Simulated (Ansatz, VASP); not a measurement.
This is a calculation of Ge for Ansatz 0.2.0.

File input.yaml:

```yaml
crystal:
  lattice:
    - [1.397149, -2.600516, 0.0]
    - [1.397149, 2.600516, 0.0]
    - [0.0, 0.0, 2.698231]
  atoms:
    - { symbol: Ge, position: [0.5, 0.5, 0.0] }
kpoints:
  mp_grid: { grid: [7, 7, 6] }
scf:
  occupations: { method: fermi_dirac, width: 0.03 }
hamiltonian:
  xc: pbesol
  pseudopotentials: { kind: all_electron, lapw: { basis_error: 0.001 } }
output:
  forces: true
  stress: true
  eigenvalues: true
```

Potentials or basis: all-electron LAPW, scalar-relativistic.

Command:

```console
$ ansatz run input.yaml --threads 1 --pin off --max-ram 3072MiB --backend cpu --events-out ev --progress --plain --runs-dir out
```

Task: Translate it to VASP 6.6.1. Potentials there: VASP PAW PBE potentials, release 64 (Ge_d).

Result: As run (the cutoff follows the program's own potentials):

File INCAR:

```
SYSTEM = Ge
PREC = Accurate
ENCUT = 520
EDIFF = 1E-7
ISMEAR = -1
SIGMA = 0.03
LREAL = .False.
LASPH = .True.
NELM = 80
ALGO = Normal
ISIF = 2
LWAVE = .False.
LCHARG = .False.
GGA = PS
NBANDS = 13
```

KPOINTS

```
Automatic mesh
0
Gamma
  7 7 6
  0 0 0
```

The input POSCAR:

```
Ge
1.0
    1.3971490000     -2.6005160000      0.0000000000
    1.3971490000      2.6005160000      0.0000000000
    0.0000000000      0.0000000000      2.6982310000
Ge
1
Direct
    0.5000000000      0.5000000000      0.0000000000
```

Potentials or basis: VASP PAW PBE potentials, release 64 (Ge_d).

The run is started by

```console
$ cat potpaw_PBE.64/Ge_d/POTCAR > POTCAR
$ mpirun -np 1 vasp_std > vasp.out
```

Both were run:

|  | VASP | Ansatz | Ansatz less VASP |
| --- | --- | --- | --- |
| gap on the k mesh at the Fermi level (eV) | none | none | - |
| pressure (GPa) | -5.6 | -5.4 | +0.14 |
| largest component of the traceless stress (GPa) | 4.35 | 4.37 | +0.020 |

A gap of «none» marks a metal or a gap that the smearing closes. Ansatz ran all-electron here, so the differences hold the error of VASP's frozen core and of both bases.

Caveats: the k mesh is coarse (spacing up to 0.39 Å⁻¹), so the values aren't converged; the PAW data sets were made with another functional, which shifts forces and pressure a little (VASP); the k mesh is thin for a metal, which can move the energy by tens of meV per atom (Ansatz).
